**Equilibrium volume of hcp ruthenium across density functionals: sizing the rows out of order**

The table holds the static-lattice volume per atom of nonmagnetic hcp Ru from twelve DFT runs in FLEUR and Ansatz, from LDA through GGA with dispersion corrections to meta-GGA and hybrids. The program places each volume on the span from LDA to PBE and converts it to a pressure on the Birch-Murnaghan curve of the PBE run. RPBE-D3(BJ) lies a full span below LDA, at about 45 GPa on the PBE curve by extrapolation, and Wigner lies mid-span, 0.414 Å³/atom above BH. A uniform-gas estimate of the correlation pressure gives 14 GPa (8 electrons) or 31 GPa (16 electrons) for the Wigner-BH gap, against 11.3 GPa from the runs. The spread within the LDA and GGA rungs exceeds the differences between rung means.

Calculated values. Kohn-Sham DFT of hcp Ru (P6₃/mmc, 2-atom cell) in FLEUR and Ansatz, without spin polarization or spin-orbit coupling, with Fermi-Dirac smearing of 0.05 eV. Volumes are for a static lattice, from equation-of-state fits or, in the three D3(BJ) rows, from variable-cell relaxation. Under basis, values in eV are plane-wave cutoffs and Kmax is in bohr⁻¹.

## The fit in Python

```python
# Table: equilibrium volume (A^3/atom) of hcp Ru, static lattice, DFT in FLEUR and Ansatz (PAW, LAPW), LDA to hybrids.
# Tested: the order LDA < others < PBE, the size of the breaks, and a uniform-gas estimate of the Wigner-BH gap.
T = {
    'run_method': ['BH', 'LDA', 'SVWN5', 'Wigner', 'PBE', 'PBE-D3(BJ)', 'PBE-D4', 'RPBE-D3(BJ)', 'revPBE-D3(BJ)', 'r2SCAN-rVV10', 'HSE03', 'r2SCANh'],
    'run_rung': ['LDA', 'LDA', 'LDA', 'LDA', 'GGA', 'GGA', 'GGA', 'GGA', 'GGA', 'meta-GGA', 'hybrid', 'hybrid'],
    'run_program': ['FLEUR', 'Ansatz', 'Ansatz', 'FLEUR', 'FLEUR', 'Ansatz', 'Ansatz', 'Ansatz LAPW', 'Ansatz LAPW', 'Ansatz', 'Ansatz', 'Ansatz'],
    'run_potentials': ['all electron', 'JTH PAW LDA', 'Ansatz PAW', 'all electron', 'all electron', 'Ansatz PAW', 'Ansatz PAW', 'all electron LAPW, scalar relativistic', 'all electron LAPW, scalar relativistic', 'Ansatz PAW', 'Ansatz PAW', 'Ansatz PAW'],
    'run_basis': ['3.82 Kmax', '1800 eV', '420 eV', '4.36 Kmax', '4 Kmax', '420 eV', '420 eV', '0.001 eV/atom basis error', '0.001 eV/atom basis error', '500 eV', '420 eV', '500 eV'],
    'run_k_mesh': ['11x11x6 2-atom cell', '11x11x6 2-atom cell', '11x11x6 2-atom cell', '11x11x6 2-atom cell', '11x11x6 2-atom cell', '11x11x6 2-atom cell', '11x11x6 2-atom cell', '11x11x6 2-atom cell', '11x11x6 2-atom cell', '11x11x6 2-atom cell', '6x6x3 2-atom cell', '6x6x3 2-atom cell'],
    'result_equilibrium_volume': [13.037, 13.081, 13.081, 13.451, 13.783, 13.446, 13.522, 12.37, 13.285, 13.389, 13.267, 13.337],  # angstrom^3/atom
}
import numpy as np
from scipy import constants as sc
from scipy.stats import spearmanr
m = T['run_method']
V = dict(zip(m, map(float, T['result_equilibrium_volume'])))
rung = dict(zip(m, T['run_rung']))
# further outputs of the same runs: B0 (GPa) and B' of the equation-of-state rows; smallest sampled volume
E = {'BH': (377.54, 4.996), 'LDA': (363.56, 4.800), 'SVWN5': (367.10, 4.825), 'Wigner': (344.13, 4.780),
     'PBE': (309.81, 5.312), 'PBE-D4': (329.18, 4.832), 'r2SCAN-rVV10': (347.48, 4.805),
     'HSE03': (358.87, 4.873), 'r2SCANh': (356.39, 4.865)}
vlow = 12.760
def bm(v, k, bp=None):
    b, p = E[k]
    p = p if bp is None else bp
    x = (V[k] / v) ** (1 / 3)
    return 1.5 * b * (x**7 - x**5) * (1 + 0.75 * (p - 4) * (x**2 - 1))
span = V['PBE'] - V['LDA']
print(f"LDA to PBE span {span:.3f} A^3/atom ({100*span/V['PBE']:.1f} % of PBE); table rounding 0.0005")
print("method, rung, V, V-V(PBE), % volume, % length, place on span (LDA 0, PBE 1), P on PBE curve GPa, own B0 GPa")
for k in sorted(m, key=V.get):
    r = V[k] / V['PBE']
    b = f"{E[k][0]:.0f}" if k in E else "relaxed cell"
    ex = " (P extrapolated)" if V[k] < vlow else ""
    print(f"{k:14s}{rung[k]:9s}{V[k]:7.3f}{V[k]-V['PBE']:+7.3f}{100*(r-1):+6.1f}{100*(r**(1/3)-1):+6.1f}"
          f"{(V[k]-V['LDA'])/span:+6.2f}{bm(V[k], 'PBE'):6.1f}  {b}{ex}")
inside = [k for k in m if V['LDA'] < V[k] < V['PBE'] and k != 'SVWN5']
print("rows strictly inside the span:", len(inside), "; below LDA:", ", ".join(k for k in m if V[k] < V['LDA']))
for g in ['LDA', 'GGA', 'meta-GGA', 'hybrid']:
    a = np.array([V[k] for k in m if rung[k] == g])
    print(f"rung {g}: {len(a)} rows, mean {a.mean():.3f}, spread {np.ptp(a):.3f} A^3/atom")
a = np.array([V[k] for k in m if rung[k] == 'GGA' and k != 'RPBE-D3(BJ)'])
print(f"GGA without RPBE-D3(BJ): mean {a.mean():.3f}, spread {np.ptp(a):.3f} A^3/atom")
print("pair: volume difference A^3/atom, %, difference of P on PBE curve GPa")
for p, q in [('SVWN5', 'LDA'), ('BH', 'LDA'), ('Wigner', 'BH'), ('Wigner', 'LDA'), ('PBE-D3(BJ)', 'PBE-D4'),
             ('revPBE-D3(BJ)', 'PBE-D3(BJ)'), ('RPBE-D3(BJ)', 'revPBE-D3(BJ)'), ('RPBE-D3(BJ)', 'LDA'),
             ('HSE03', 'PBE'), ('r2SCANh', 'r2SCAN-rVV10')]:
    print(f"  {p} - {q}: {V[p]-V[q]:+.3f}, {100*(V[p]/V[q]-1):+.1f} %, {bm(V[p], 'PBE')-bm(V[q], 'PBE'):+.1f}")
pR, pD = bm(V['RPBE-D3(BJ)'], 'PBE'), bm(V['PBE-D3(BJ)'], 'PBE')
print(f"RPBE-D3(BJ) on PBE curve: {pR:.0f} GPa, {bm(V['RPBE-D3(BJ)'], 'PBE', 4.8):.0f} with B'=4.8; ratio to PBE-D3(BJ) {pR/pD:.1f}")
rho = spearmanr([V[k] for k in E], [E[k][0] for k in E])[0]
print(f"rank correlation of B0 with V over {len(E)} equation-of-state rows: {rho:.2f}")
# further outputs: largest residual pressure 0.014 GPa, Pulay term 0.076 GPa, BH fit rms 9.8e-5 eV, spacing 0.27 A^3
soft = V['PBE-D4'] / E['PBE-D4'][0]
print(f"volume worth of residual pressure {0.014*soft:.4f}, of Pulay term {0.076*soft:.4f} A^3/atom")
curv = E['BH'][0] * 1e9 * 1e-30 / sc.e / V['BH']
print(f"rough volume noise of BH fit {9.8e-5/(curv*0.27):.3f} against BH-LDA gap {V['LDA']-V['BH']:.3f} A^3/atom")
# uniform gas: rough recalled constants in hartree and bohr, Wigner 0.44 and 7.8, BH 0.025 and 30
a0 = sc.physical_constants['Bohr radius'][0]
gpa = sc.physical_constants['Hartree energy'][0] / a0**3 / 1e9
vm = 0.5 * (V['Wigner'] + V['BH'])
gap = bm(vm, 'Wigner') - bm(vm, 'BH')
print(f"P(Wigner)-P(BH) from their own curves at {vm:.3f} A^3/atom: {gap:.1f} GPa")
est = {}
for N in (8, 16):
    n = N / (vm * 1e-30 / a0**3)
    rs = (3 / (4 * np.pi * n)) ** (1 / 3)
    x = rs / 30
    pw = -n * rs / 3 * 0.44 / (rs + 7.8) ** 2 * gpa
    pb = -n * 0.025 * (1 / 3 - x / 2 + x**2 - x**3 * np.log(1 + 1 / x)) * gpa
    est[N] = pw - pb
    print(f"uniform gas, {N} electrons, rs {rs:.2f} bohr: correlation P Wigner {pw:.0f}, BH {pb:.0f}, gap {est[N]:.0f} GPa, ratio to runs {est[N]/gap:.1f}")
assert min(V, key=V.get) == 'RPBE-D3(BJ)' and max(V, key=V.get) == 'PBE'
assert V['Wigner'] - V['BH'] > 0.5 * span and abs(V['SVWN5'] - V['LDA']) < 0.0011
assert gap > 0 and 0.1 < est[8] / gap < 10
assert rho < -0.9
```

Output:

```
LDA to PBE span 0.702 A^3/atom (5.1 % of PBE); table rounding 0.0005
method, rung, V, V-V(PBE), % volume, % length, place on span (LDA 0, PBE 1), P on PBE curve GPa, own B0 GPa
RPBE-D3(BJ)   GGA       12.370 -1.413 -10.3  -3.5 -1.01  44.7  relaxed cell (P extrapolated)
BH            LDA       13.037 -0.746  -5.4  -1.8 -0.06  20.0  378
LDA           LDA       13.081 -0.702  -5.1  -1.7 +0.00  18.6  364
SVWN5         LDA       13.081 -0.702  -5.1  -1.7 +0.00  18.6  367
HSE03         hybrid    13.267 -0.516  -3.7  -1.3 +0.26  13.1  359
revPBE-D3(BJ) GGA       13.285 -0.498  -3.6  -1.2 +0.29  12.6  relaxed cell
r2SCANh       hybrid    13.337 -0.446  -3.2  -1.1 +0.36  11.1  356
r2SCAN-rVV10  meta-GGA  13.389 -0.394  -2.9  -1.0 +0.44   9.7  347
PBE-D3(BJ)    GGA       13.446 -0.337  -2.4  -0.8 +0.52   8.2  relaxed cell
Wigner        LDA       13.451 -0.332  -2.4  -0.8 +0.53   8.1  344
PBE-D4        GGA       13.522 -0.261  -1.9  -0.6 +0.63   6.2  329
PBE           GGA       13.783 +0.000  +0.0  +0.0 +1.00   0.0  310
rows strictly inside the span: 7 ; below LDA: BH, RPBE-D3(BJ)
rung LDA: 4 rows, mean 13.162, spread 0.414 A^3/atom
rung GGA: 5 rows, mean 13.281, spread 1.413 A^3/atom
rung meta-GGA: 1 rows, mean 13.389, spread 0.000 A^3/atom
rung hybrid: 2 rows, mean 13.302, spread 0.070 A^3/atom
GGA without RPBE-D3(BJ): mean 13.509, spread 0.498 A^3/atom
pair: volume difference A^3/atom, %, difference of P on PBE curve GPa
  SVWN5 - LDA: +0.000, +0.0 %, +0.0
  BH - LDA: -0.044, -0.3 %, +1.4
  Wigner - BH: +0.414, +3.2 %, -11.9
  Wigner - LDA: +0.370, +2.8 %, -10.5
  PBE-D3(BJ) - PBE-D4: -0.076, -0.6 %, +2.0
  revPBE-D3(BJ) - PBE-D3(BJ): -0.161, -1.2 %, +4.4
  RPBE-D3(BJ) - revPBE-D3(BJ): -0.915, -6.9 %, +32.1
  RPBE-D3(BJ) - LDA: -0.711, -5.4 %, +26.1
  HSE03 - PBE: -0.516, -3.7 %, +13.1
  r2SCANh - r2SCAN-rVV10: -0.052, -0.4 %, +1.4
RPBE-D3(BJ) on PBE curve: 45 GPa, 43 with B'=4.8; ratio to PBE-D3(BJ) 5.5
rank correlation of B0 with V over 9 equation-of-state rows: -1.00
volume worth of residual pressure 0.0006, of Pulay term 0.0031 A^3/atom
rough volume noise of BH fit 0.002 against BH-LDA gap 0.044 A^3/atom
P(Wigner)-P(BH) from their own curves at 13.244 A^3/atom: 11.3 GPa
uniform gas, 8 electrons, rs 1.39 bohr: correlation P Wigner -6, BH -21, gap 14 GPa, ratio to runs 1.3
uniform gas, 16 electrons, rs 1.10 bohr: correlation P Wigner -11, BH -42, gap 31 GPa, ratio to runs 2.7
```
